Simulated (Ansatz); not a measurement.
The system is InP.

```
CELL_PARAMETERS angstrom
0.00000 2.93050 2.93050
2.93050 0.00000 2.93050
2.93050 2.93050 0.00000
ATOMIC_POSITIONS crystal
In 0.00000 0.00000 0.00000
P 0.75000 0.75000 0.75000
```

Base run:

| Property | Result |
| --- | --- |
| Program | Ansatz 0.2.0 |
| Functional | r2SCAN |
| Potentials or basis | Ansatz PAW |
| Cutoff | 500 eV (not typed: the program's choice for these potentials) |
| k mesh | 8 × 8 × 8 |
| Occupations | fermi-dirac, width 0.05 eV |
| Spin | no spin polarisation |

Its results: band gap on the k mesh 1.16 eV, direct; pressure 1.7 GPa.

Task: The run is repeated on the same cell with these changes: functional from r2SCAN to PBE; cutoff from 500 eV (not typed: the program's choice for these potentials) to 420 eV (not typed: the program's choice for these potentials). What comes out?

Result: Band gap on the k mesh 0.72 eV, direct; pressure 3.3 GPa.

r2SCAN gives the wider gap, since meta-GGAs in the generalised Kohn-Sham scheme recover part of the derivative discontinuity.

Caveats: spin-orbit coupling is left out, which moves the levels of the heavy elements; the PAW data sets come from PBE, with cores solved anew for the run's functional, which leaves a small shift of forces and pressure (some runs).
